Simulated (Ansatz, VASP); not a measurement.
## GaN: VASP beside Ansatz

One calculation is typed for both programs; each brings its own data sets and cutoff. How far apart do they land? The cell is taken from a series of VASP runs on this material, whose earlier steps may have relaxed, scaled or displaced it; both programs get it as it stands.

Calculated with Ansatz 0.2.0; plane waves, with VASP 6.6.1 beside it; relaxation of cell and atoms at PBEsol.

## 1. The starting structure

Symmetry: P6_3mc, No. 186, hexagonal system. Conventional cell: a = 3.197 Å, b = 3.197 Å, c = 5.207 Å, α = 90.00°, β = 90.00°, γ = 120.00°. Ga has 4 N at 1.95 to 1.97 Å nearest. Nearest to N lie 4 Ga at 1.95 to 1.97 Å. Farther neighbours and most contacts between anions are not listed.

## 2. Ansatz: relaxation of cell and atoms, PBEsol

Ansatz runs on its default PAW (the set named soft_2) files.

The relaxed volume is the usual yardstick between codes: its relative difference is about their pressure difference at one cell divided by the bulk modulus.

Contents of input.yaml:

```yaml
crystal:
  lattice:
    - [3.1972, 0.0, 0.0]
    - [-1.5986, 2.768856421, 0.0]
    - [0.0, 0.0, 5.207]
  atoms:
    - { symbol: Ga, position: [0.3333333333, 0.6666666667, 0.0912] }
    - { symbol: Ga, position: [0.6666666667, 0.3333333333, 0.5912] }
    - { symbol: "N", position: [0.3333333333, 0.6666666667, 0.4688] }
    - { symbol: "N", position: [0.6666666667, 0.3333333333, 0.9688] }
hamiltonian:
  xc: pbesol
  pseudopotentials: { kind: paw }
kpoints:
  mp_grid: { grid: [12, 12, 6] }
scf:
  occupations: { method: gaussian, width: 0.03 }
relax:
  f_tol: 0.01
  max_steps: 60
  cell: { stress_tol: 0.05 }
output:
  forces: true
  stress: true
```

Launch:

```console
$ ansatz run input.yaml --threads 4 --pin off --max-ram 9216MiB --backend cpu --events-out ev --progress --plain --runs-dir out
```

Numbers of over 12 decimals in the logs are rounded to 6 here.

The log of the run:

```text
Engine: ansatz 0.2.0, aarch64-unknown-linux-gnu
Pseudopotentials: kind: paw
Pseudopotential: Ga, paw, valence charge 13, recommended cutoff 420 eV (normal), Ga.paw.azcp
Pseudopotential: N, paw, valence charge 5, recommended cutoff 420 eV (normal), N.paw.azcp
Functional definition: PBEsol
  exchange = pbesol_x
  correlation = pbesol_c
Crystal: 4 atoms, lattice volume = 46.095 Å³
Basis set: ecut = 420 eV, 917 PW (Γ), exchange–correlation on 48×48×72 points (8 copies of the dense FFT grid, shifted against one another)
Bands: 22, of which v1, the nominal top of the filled ones, is band 18 counted from 1 (17 counted from 0)
Symmetry: 12 space group operations
Space group: P63mc (ITA 186), of the structure as read, at distance tolerance 3.6e-5 Å
k-points: 76 of 864 (time reversal used)
Non-local potential: Ga, projectors of the file, l = 0: 2, l = 1: 2, l = 2: 3, l = 3: 1
Non-local potential: N, projectors of the file, l = 0: 2, l = 1: 2, l = 2: 1
PAW form: soft (Blöchl's): semilocal exchange-correlation on the pseudo side does not see the compensation charge
PAW frozen core: Ga, regenerated for the run's functional, and the local potential with it (the file was generated under x = pbe(κ = 0.804, μ = 0.219515), c = pbe(β = 0.066725))
PAW frozen core: N, regenerated for the run's functional, and the local potential with it (the file was generated under x = pbe(κ = 0.804, μ = 0.219515), c = pbe(β = 0.066725))
PAW one-centre angular grid: Ga, 590 points (default); XC on 64 Gauss nodes
PAW one-centre angular grid: N, 110 points (default); XC on 64 Gauss nodes
Initial density: superposition of atomic densities (neutral atoms: chi_scale 0, normalization atom), corrected by the library's trained network
Initial wavefunctions: pseudopotential atomic-orbital guess
Functional: x = pbesol(κ = 0.804, μ = 0.123457), c = pbesol(β = 0.046)
SCF iter   1: F=—  HF=-8245.709839 eV  |F-HF|=—  |Δ(HF+E_count)|=         —  Δρ=1.27e-2  dr2=7.26e-2  ethr=1.77e-3  ⟨swp⟩=5.2  Hψ=6776  notcnv=0
preconditioner: auto → Resta (q_TF=auto, 2.618 Å⁻¹)  ε∞=5.0  [insulator: Δε(μ)=1.700 eV  Ē_g=16.408 eV  σ=0.030 eV  W_gap=1.00  n_scr=22 (ndim 8)  ℏωp=32.8 eV  f_vac=0.010  D(μ)=0.00/eV (n_scr^D=0)  ε∞_Penn≈5.0]
SCF iter   2: F=—  HF=-8245.689442 eV  |F-HF|=—  |Δ(HF+E_count)|=   2.04e-2  Δρ=1.85e-3  dr2=1.59e-3  ethr=2.02e-4  ⟨swp⟩=2.1  Hψ=2873  notcnv=0
SCF iter   3: F=—  HF=-8245.689269 eV  |F-HF|=—  |Δ(HF+E_count)|=   1.73e-4  Δρ=8.91e-4  dr2=2.77e-4  ethr=4.41e-6  ⟨swp⟩=2.3  Hψ=2312  notcnv=0
SCF iter   4: F=—  HF=-8245.689295 eV  |F-HF|=—  |Δ(HF+E_count)|=   2.59e-5  Δρ=1.84e-4  dr2=1.66e-5  ethr=7.70e-7  ⟨swp⟩=2.1  Hψ=3053  notcnv=0
SCF iter   5: F=—  HF=-8245.689284 eV  |F-HF|=—  |Δ(HF+E_count)|=   1.03e-5  Δρ=1.09e-4  dr2=3.59e-6  ethr=4.60e-8  ⟨swp⟩=2.0  Hψ=3030  notcnv=0
SCF iter   6: F=—  HF=-8245.689287 eV  |F-HF|=—  |Δ(HF+E_count)|=   2.51e-6  Δρ=1.82e-5  dr2=1.11e-7  ethr=9.99e-9  ⟨swp⟩=2.7  Hψ=3038  notcnv=0
SCF iter   7: F=-8245.689287 eV  HF=-8245.689287 eV  |F-HF|=6.05e-9  |Δ(HF+E_count)|=   6.39e-8  Δρ=3.31e-6  dr2=4.40e-9  ethr=2.78e-10  ⟨swp⟩=4.0  Hψ=5473  notcnv=0
SCF 1 converged in 7 iterations: F = -8245.689287 eV  dr2 = 4.40e-9
  greatest PAW one-centre occupation: 0.995 electrons in one spin orbital (limit 2), on the Ga atom at site 1 (counted from 0), in its partial waves of l = 2
relax step   1: F+E_penalty+E_count = -8245.68928702 eV  Δ(F+E_penalty+E_count) = +0.000e0 eV  max|allowed force component| = 5.048e-2 eV/Å  Δτ_max = 0.0000 Å  P = -2.430 GPa  Ω = 46.095 Å³  (7 SCF iters, dr2 threshold 1.00e-7 eV, accepted)
[... from here on, the SCF cycles and remarks between the steps are left out ...]
relax step   2: F+E_penalty+E_count = -8245.69447307 eV  Δ(F+E_penalty+E_count) = -5.186e-3 eV  max|allowed force component| = 3.652e-2 eV/Å  Δτ_max = 0.0009 Å  P = -0.961 GPa  Ω = 45.731 Å³  energy of the carried Pulay correction = +1.186e-3 eV  (5 SCF iters, dr2 threshold 4.00e-7 eV, accepted)
relax step   3: F+E_penalty+E_count = -8245.69606127 eV  Δ(F+E_penalty+E_count) = -1.588e-3 eV  max|allowed force component| = 1.354e-2 eV/Å  Δτ_max = 0.0010 Å  P = +0.042 GPa  Ω = 45.490 Å³  energy of the carried Pulay correction = +1.975e-3 eV  (5 SCF iters, dr2 threshold 4.00e-7 eV, accepted)
relax step   4: F+E_penalty+E_count = -8245.69604518 eV  Δ(F+E_penalty+E_count) = +1.609e-5 eV  max|allowed force component| = 1.750e-3 eV/Å  Δτ_max = 0.0009 Å  P = -0.000 GPa  Ω = 45.500 Å³  energy of the carried Pulay correction = +1.944e-3 eV  (5 SCF iters, dr2 threshold 1.15e-8 eV, accepted)
relax step   5: F+E_penalty+E_count = -8245.69604869 eV  Δ(F+E_penalty+E_count) = -3.507e-6 eV  max|allowed force component| = 1.843e-4 eV/Å  Δτ_max = 0.0002 Å  P = +0.001 GPa  Ω = 45.500 Å³  energy of the carried Pulay correction = +1.944e-3 eV  (4 SCF iters, dr2 threshold 6.48e-9 eV, accepted)
relax step   6: F+E_penalty+E_count = -8245.69414564 eV  Δ(F+E_penalty+E_count) = +1.903e-3 eV  max|allowed force component| = 1.517e-4 eV/Å  Δτ_max = 0.0000 Å  P = -0.057 GPa  Ω = 45.500 Å³  stress off target by 6.37e-2 GPa  SCF on the basis re-selected at this cell (its energy is not comparable with the rows above)  (6 SCF iters)
relax step   7: F+E_penalty+E_count = -8245.69419162 eV  Δ(F+E_penalty+E_count) = -4.598e-5 eV  max|allowed force component| = 8.853e-6 eV/Å  Δτ_max = 0.0000 Å  P = -0.001 GPa  Ω = 45.486 Å³  energy of the carried Pulay correction = +4.347e-5 eV  (4 SCF iters, dr2 threshold 1.01e-8 eV, accepted)
relax step   8: F+E_penalty+E_count = -8245.69414259 eV  Δ(F+E_penalty+E_count) = +4.903e-5 eV  max|allowed force component| = 1.321e-5 eV/Å  Δτ_max = 0.0000 Å  P = -0.002 GPa  Ω = 45.486 Å³  stress off target by 2.04e-3 GPa  SCF on the basis re-selected at this cell (its energy is not comparable with the rows above)  (4 SCF iters)
basis re-selected at this cell: Δ(F+E_penalty+E_count) = +4.903e-5 eV, ΔP = -0.001 GPa vs the last step (what re-selecting the basis moved, of the pressure what is left beyond the Pulay correction that the steps carried, after the strain that the cell walked since its last selection, with what the two solves' SCF thresholds leave and, on support functions, any second-order correction that the steps lacked; it is no m [...]
SCF converged after 4 iterations
Free energy (F): -8245.694143 eV
Harris-Foulkes:  -8245.694143 eV  (|F-HF|=7.28e-12)
Internal energy: -8245.694143 eV  (E = F + TS)
E sigma→0 (E₀):  -8245.694143 eV
Fermi energy:    10.560997 eV
--- Per-component energies (eV) ---
  E_band       = -13.134632
  E_kinetic    = 493.538664
  E_local      = -3897.368921  (includes V_loc(G=0)·N_el)
  E_nonlocal   = 951.063436
  E_hartree    = 1790.908185
  E_xc         = -255.412408
  E_vxc        = -267.771488  (∫ρ·V_xc dr)
  E_paw        = -4152.063373  (= ΣΔE_a)
  E_vpaw       = -874.412799  (= ΣTr[D̂ρ^β])
  E_aug_tail   = 0.000111  (compensation charges beyond the density's cutoff)
  E_ewald      = -3178.141991
  E_core_change = 1.782153  (= ΣΔE_core)
  E_smearing   = -0.000000  (= −TS)
  E_closure    = -0.000000  (closes the sum)
  Σ components = -8245.694143   (vs F -8245.694143, Δ=0.00e0)
--- Forces (eV/Å), atoms counted from 1 ---
  atom   1  Ga    -0.00000000    -0.00000000     0.00001301
  atom   2  Ga     0.00000000     0.00000000     0.00001301
  atom   3  N      0.00000000    -0.00000000    -0.00001341
  atom   4  N     -0.00000000     0.00000000    -0.00001341
  max |Σ_I F_I| component: 8.05e-7 eV/Å
--- Stress (GPa, compression-positive) ---
       -0.002039       0.000000       0.000000
        0.000000      -0.002039       0.000000
        0.000000       0.000000      -0.001390
  P = ⅓ Tr σ = -0.0018 GPa (-0.018 kbar)
--- Relaxed structure (6 steps of the walk, 6 accepted, 2 SCFs on fresh bases) ---
  F+E_penalty+E_count = -8245.69414259 eV   max|allowed force component| = 1.321e-5 eV/Å   (the final SCF, on the basis selected at the relaxed cell)
  cell:  # Å, volume = 45.4864 Å³
    - [3.182598, 0.0, 0]
    - [-1.591299, 2.756211, 0]
    - [0, 0.0, 5.185455]
  atoms:
    - { symbol: Ga, position: [0.333333, 0.666667, 0.091694] }
    - { symbol: Ga, position: [0.666667, 0.333333, 0.591694] }
    - { symbol: N, position: [0.333333, 0.666667, 0.468306] }
    - { symbol: N, position: [0.666667, 0.333333, 0.968306] }
```

It took 12 s on 4 threads of Arm Neoverse V1, shared host; peak memory 0.42 GiB.

(Continued in part 2 of 2.)

[Lines on the potential files, build, host, timing and source positions are cut from VASP's logs without a mark.]

[Logs are printed without paths, hosts, clocks, repeated set-up lines and the standing remarks that a program may print on its own settings, such as how far it seeks lower states.]

[Hosts, paths, dates, database ids (printed as entryN), source tags and the programs' standing remarks are cut or masked in the printed files.]
